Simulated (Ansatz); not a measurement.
# Cost of a DFT run on GaS

```yaml
crystal:
  lattice:
    - [3.5118161998, 0.0, 0.0]
    - [-1.7559080999, 3.0413220424, 0.0]
    - [0.0, 0.0, 15.1835846851]
  atoms:
    - { symbol: Ga, position: [0.3333333333, 0.6666666667, 0.1710183689] }
    - { symbol: Ga, position: [0.6666666667, 0.3333333333, 0.6710183689] }
    - { symbol: Ga, position: [0.3333333333, 0.6666666667, 0.3289816311] }
    - { symbol: Ga, position: [0.6666666667, 0.3333333333, 0.8289816311] }
    - { symbol: S, position: [0.3333333333, 0.6666666667, 0.6008025009] }
    - { symbol: S, position: [0.6666666667, 0.3333333333, 0.1008025009] }
    - { symbol: S, position: [0.3333333333, 0.6666666667, 0.8991974991] }
    - { symbol: S, position: [0.6666666667, 0.3333333333, 0.3991974991] }
kpoints:
  mp_grid: { grid: [14, 14, 3] }
scf:
  occupations: { method: fermi_dirac, width: 0.02 }
hamiltonian:
  xc: pbe
  pseudopotentials: { kind: paw }
output:
  forces: true
  stress: true
  populations: true
  efg:
    quadrupole_moments_barn: { Ga: 0.107, S: -0.0694 }
    contact_densities: true
  write_density: true
  write_potential: true
  elf: true
  volumetric_format: npy
relax:
  f_tol: 0.02
  max_steps: 60
```

```sh
ansatz run input.yaml --threads 1 --pin off --max-ram 3072MiB --backend cpu --events-out ev --progress --plain --runs-dir out
```

It runs on 1 thread of Intel Xeon 6975P-C (Granite Rapids) (x86_64; 16 cores open to the job, memory cap 3.0 GiB, no GPU), a shared host with a load of 0.6 a core.

Task: How much time and memory should be set aside?

Result: About 34 s of wall time (34 s of CPU time) and 0.67 GiB. The run holds 76 valence electrons in 46 bands, about 3129 plane waves a k-point and 48 irreducible k-points, and took 16 SCF iterations, over 3 ionic steps. Times on a shared host vary by tens of per cent.
